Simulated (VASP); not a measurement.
Input and output of a VASP r²SCAN single-point calculation on AgBr (strained rocksalt)

INCAR

```
METAGGA = R2SCAN
LREAL = .FALSE.
ISMEAR = 0
ISIF = 2
LWAVE = .FALSE.
SIGMA = 0.01
LCHARG = .TRUE.
ENCUT = 520
LASPH = .TRUE.
LELF = .TRUE.
EDIFF = 1E-7
IBRION = -1
ALGO = Normal
NBANDS = 16
PREC = Accurate
NELM = 120
NSW = 0
```

KPOINTS

```
KPOINTS created by Atomic Simulation Environment
0
Gamma
8 8 8
0 0 0
```

KPOINTS_OPT

```
special points
7
Reciprocal
0.0000000000 0.0000000000 0.0000000000 1
0.5000000000 0.0000000000 0.5000000000 1
0.6250000000 0.2500000000 0.6250000000 1
0.3750000000 0.3750000000 0.7500000000 1
0.5000000000 0.5000000000 0.5000000000 1
0.5000000000 0.2500000000 0.7500000000 1
0.0000000000 0.0000000000 0.5000000000 1
```

POSCAR

```
Ag Br
 1.0000000000000000
     0.0000000000000000    2.8638060222999999    2.9231489486000002
     2.8638060222999999    0.0000000000000000    2.9231489486000002
     2.8638060222999999    2.8638060222999999    0.0000000000000000
 Ag  Br
   1   1
Cartesian
  0.0000000000000000  0.0000000000000000  0.0000000000000000
  2.8638060222999999  2.8638060222999999  2.9231489486000002
```

VASP ran with the recommended PBE PAW datasets (18 valence electrons in the cell).

Command

```
mpirun -np 1 vasp_std
```

OSZICAR

```
N       E                     dE             d eps       ncg     rms          rms(c)
DAV:   1     0.662251151532E+02    0.66225E+02   -0.83930E+03  1896   0.102E+03
DAV:   2    -0.366531981568E+02   -0.10288E+03   -0.94752E+02  2328   0.220E+02
DAV:   3    -0.402347484126E+02   -0.35816E+01   -0.35740E+01  2320   0.432E+01
DAV:   4    -0.402555208473E+02   -0.20772E-01   -0.20771E-01  2456   0.351E+00
DAV:   5    -0.402558019812E+02   -0.28113E-03   -0.28113E-03  2312   0.404E-01    0.560E+00
DAV:   6    -0.355802271292E+02    0.46756E+01   -0.35592E+00  1904   0.203E+01    0.581E+00
DAV:   7    -0.355245777433E+02    0.55649E-01   -0.14245E-01  2184   0.394E+00    0.363E+00
DAV:   8    -0.355114105368E+02    0.13167E-01   -0.11695E-01  2120   0.394E+00    0.711E-01
DAV:   9    -0.355133222060E+02   -0.19117E-02   -0.54980E-03  2336   0.676E-01    0.427E-01
DAV:  10    -0.355123831449E+02    0.93906E-03   -0.28128E-03  2184   0.636E-01    0.842E-02
DAV:  11    -0.355124145097E+02   -0.31365E-04   -0.40584E-04  2296   0.167E-01    0.462E-02
DAV:  12    -0.355124040595E+02    0.10450E-04   -0.23069E-05  2496   0.664E-02    0.226E-02
DAV:  13    -0.355124024220E+02    0.16375E-05   -0.10602E-05  2200   0.417E-02    0.348E-03
DAV:  14    -0.355124025849E+02   -0.16292E-06   -0.92602E-07  2376   0.876E-03    0.154E-03
DAV:  15    -0.355124026324E+02   -0.47476E-07   -0.21773E-08  1176   0.159E-03
   1 F= -.35512403E+02 E0= -.35512403E+02  d E =-.903400E-14
       N       E                     dE             ncg
DAV:   1     0.257609165340E+04   -0.34245E+04      224
DAV:   2     0.186039983536E+04   -0.71569E+03      296
DAV:   3     0.183682589598E+04   -0.23574E+02      272
DAV:   4     0.183667616613E+04   -0.14973E+00      296
DAV:   5     0.183667419116E+04   -0.19750E-02      264
DAV:   6     0.183667414520E+04   -0.45959E-04      304
DAV:   7     0.183667414392E+04   -0.12766E-05      264
DAV:   8     0.183667414389E+04   -0.30473E-07      256
```

From OUTCAR

```
k-points           NKPTS =     59   k-points in BZ     NKDIM =     59   number of bands    NBANDS=     16

   NELECT =      18.0000    total number of electrons

   dimension x,y,z NGX =    30 NGY =   30 NGZ =   30
   dimension x,y,z NGXF=    60 NGYF=   60 NGZF=   60

  energy-cutoff  :      520.00
  volume of cell :       47.95
      direct lattice vectors                 reciprocal lattice vectors
     0.000000000  2.863806022  2.923148949    -0.174592831  0.174592831  0.171048417
     2.863806022  0.000000000  2.923148949     0.174592831 -0.174592831  0.171048417
     2.863806022  2.863806022  0.000000000     0.174592831  0.174592831 -0.171048417

 k-points in reciprocal lattice and weights: KPOINTS created by Atomic Simulation Env
   0.00000000  0.00000000  0.00000000       0.002
   0.12500000  0.00000000  0.00000000       0.016
   0.25000000  0.00000000  0.00000000       0.016
   0.37500000  0.00000000  0.00000000       0.016
   0.50000000  0.00000000  0.00000000       0.008
   0.12500000  0.12500000  0.00000000       0.004
   0.25000000  0.12500000  0.00000000       0.016
   0.37500000  0.12500000  0.00000000       0.016
   ...

 E-fermi :   3.2648

 k-point     1 :       0.0000    0.0000    0.0000
  band No.  band energies     occupation
      1     -12.3689      2.00000
      2       0.4000      2.00000
      3       0.4301      2.00000
      4       0.4395      2.00000
      5       0.4418      2.00000
      6       0.4418      2.00000
      7       1.1462      2.00000
      8       1.1462      2.00000
      9       1.2132      2.00000
     10       4.3977      0.00000
     11      13.5304      0.00000
     12      13.5940      0.00000
     13      13.5940      0.00000
     14      14.7867      0.00000
     15      15.4323      0.00000
     16      15.9198      0.00000

 k-point     2 :       0.1250    0.0000    0.0000
  band No.  band energies     occupation
      1     -12.3095      2.00000
      2      -0.0263      2.00000
      3      -0.0006      2.00000
      4       0.0565      2.00000
      5       0.4605      2.00000
      6       0.4797      2.00000
      7       0.9159      2.00000
      8       1.6770      2.00000
      9       1.6772      2.00000
     10       5.1881      0.00000
     11      12.2336      0.00000
     12      13.1876      0.00000
     13      13.3551      0.00000
     14      14.6270      0.00000
     15      14.8092      0.00000
     16      15.1628      0.00000

 k-point     3 :       0.2500    0.0000    0.0000
  band No.  band energies     occupation
      1     -12.1602      2.00000
      2      -0.9595      2.00000
      3      -0.5717      2.00000
      4      -0.5126      2.00000
      5       0.5660      2.00000
      6       0.5753      2.00000
      7       0.9106      2.00000
      8       2.3572      2.00000
      9       2.4145      2.00000
     10       6.5412      0.00000
     11      10.8193      0.00000
     12      11.8983      0.00000
     13      12.1270      0.00000
     14      14.8631      0.00000
     15      15.0999      0.00000
     16      15.1517      0.00000

 k-point     4 :       0.3750    0.0000    0.0000
  band No.  band energies     occupation
      1     -12.0012      2.00000
      2      -1.7727      2.00000
      3      -0.9307      2.00000
      4      -0.8645      2.00000
      5       0.6738      2.00000
      6       0.6760      2.00000
      7       1.0114      2.00000
      8       2.8808      2.00000
      9       2.9922      2.00000
     10       7.3362      0.00000
     11      10.2498      0.00000
     12      10.8508      0.00000
     13      11.0480      0.00000
     14      15.2413      0.00000
     15      16.1386      0.00000
     16      16.2405      0.00000

 k-point     5 :       0.5000    0.0000    0.0000
  band No.  band energies     occupation
      1     -11.9322      2.00000
      2      -2.0739      2.00000
      3      -1.0547      2.00000
      4      -0.9862      2.00000
      5       0.7155      2.00000
      6       0.7228      2.00000
      7       1.0648      2.00000
      8       3.0817      2.00000
      9       3.2176      2.00000
     10       7.4278      0.00000
     11      10.3002      0.00000
     12      10.4495      0.00000
     13      10.6432      0.00000
     14      15.9192      0.00000
     15      16.9149      0.00000
     16      17.0695      0.00000

 k-point     6 :       0.1250    0.1250    0.0000
  band No.  band energies     occupation
      1     -12.2962      2.00000
      2      -0.4081      2.00000
      3       0.3089      2.00000
      4       0.3089      2.00000
      5       0.3638      2.00000
      6       0.4502      2.00000
      7       1.2403      2.00000
      8       1.2403      2.00000
      9       1.5394      2.00000
     10       5.4363      0.00000
     11      12.3890      0.00000
     12      12.4600      0.00000
     13      13.2963      0.00000
     14      13.2963      0.00000
     15      16.4328      0.00000
     16      16.9337      0.00000

 k-point     7 :       0.2500    0.1250    0.0000
  band No.  band energies     occupation
      1     -12.1846      2.00000
      2      -0.9380      2.00000
      3      -0.1937      2.00000
      4      -0.1636      2.00000
      5       0.4464      2.00000
      6       0.5822      2.00000
      7       0.9889      2.00000
      8       1.6659      2.00000
      9       2.1507      2.00000
     10       6.5342      0.00000
     11      10.7296      0.00000
     12      11.6546      0.00000
     13      12.8608      0.00000
     14      13.8380      0.00000
     15      16.3498      0.00000
     16      16.4144      0.00000

 k-point     8 :       0.3750    0.1250    0.0000
  band No.  band energies     occupation
      1     -12.0329      2.00000
      2      -1.4812      2.00000
      3      -0.7857      2.00000
      4      -0.6615      2.00000
      5       0.5670      2.00000
      6       0.6901      2.00000
      7       0.9852      2.00000
      8       2.3154      2.00000
      9       2.6245      2.00000
     10       7.5192      0.00000
     11       9.5138      0.00000
     12      11.3132      0.00000
     13      11.9416      0.00000
     14      14.7416      0.00000
     15      16.3977      0.00000
     16      16.8643      0.00000

 k-point     9 :       0.5000    0.1250    0.0000
  band No.  band energies     occupation
      1     -11.9305      2.00000
      2      -1.8840      2.00000
      3      -0.9758      2.00000
      4      -0.9608      2.00000
      5       0.6786      2.00000
      6       0.7278      2.00000
      7       1.0378      2.00000
      8       2.6658      2.00000
      9       2.8895      2.00000
     10       7.9724      0.00000
     11       9.0305      0.00000
     12      11.1777      0.00000
     13      11.4049      0.00000
     14      15.6893      0.00000
     15      17.0813      0.00000
     16      17.3258      0.00000

 k-point    10 :      -0.3750    0.1250    0.0000
  band No.  band energies     occupation
      1     -11.9459      2.00000
      2      -1.8702      2.00000
      3      -1.0268      2.00000
      4      -0.8311      2.00000
      5       0.6833      2.00000
      6       0.7104      2.00000
      7       1.0490      2.00000
      8       2.3451      2.00000
      9       3.1768      2.00000
     10       8.0260      0.00000
     11       9.3017      0.00000
     12      10.9791      0.00000
     13      11.2053      0.00000
     14      15.8391      0.00000
     15      16.1139      0.00000
     16      17.5940      0.00000

 k-point    11 :      -0.2500    0.1250    0.0000
  band No.  band energies     occupation
      1     -12.0682      2.00000
      2      -1.4272      2.00000
      3      -0.8645      2.00000
      4      -0.4178      2.00000
      5       0.5900      2.00000
      6       0.6520      2.00000
      7       1.0396      2.00000
      8       1.8422      2.00000
      9       3.0062      2.00000
     10       7.4361      0.00000
     11      10.2136      0.00000
     12      11.1314      0.00000
     13      11.5343      0.00000
     14      14.6152      0.00000
     15      16.0378      0.00000
     16      16.8453      0.00000

 k-point    12 :      -0.1250    0.1250    0.0000
  band No.  band energies     occupation
      1     -12.2180      2.00000
      2      -0.7194      2.00000
      3      -0.5063      2.00000
      4       0.0371      2.00000
      5       0.5065      2.00000
      6       0.5505      2.00000
      7       1.1115      2.00000
      8       1.4004      2.00000
      9       2.4271      2.00000
     10       6.1890      0.00000
     11      11.5566      0.00000
     12      11.7930      0.00000
     13      12.7498      0.00000
     14      13.9097      0.00000
     15      15.7397      0.00000
     16      15.9847      0.00000

 ...

  Total        0.2011904      0.2011904     -0.0036291      0.0000000     -0.0000000     -0.0000000
  in kB        6.7227916      6.7227916     -0.1212672      0.0000000     -0.0000000     -0.0000000
  external PRESSURE =       4.4414386 kB  Pullay stress =       0.0000000 kB

 POSITION                                       TOTAL-FORCE (eV/Angst)
 -----------------------------------------------------------------------------------
      0.00000      0.00000      0.00000         0.000000      0.000000      0.000000
      2.86381      2.86381      2.92315        -0.000000     -0.000000      0.000000
 -----------------------------------------------------------------------------------
    total drift:                               -0.000000      0.000000      0.000000

  FREE ENERGIE OF THE ION-ELECTRON SYSTEM (eV)
  ---------------------------------------------------
  free  energy   TOTEN  =       -35.5124026324 eV

  energy  without entropy=      -35.5124026324  energy(sigma->0) =      -35.51240263
```

```yaml
gap_between_bands_v_and_c: 1.18 eV
least_direct_gap: 3.18 eV
pressure: 0.4 GPa
```

Band v is the last that the valence electrons fill when counted band by band, and c is the next.

The run took about 87 s on one core of a shared host (Intel Xeon 6975P-C) and held 0.21 GiB at most.
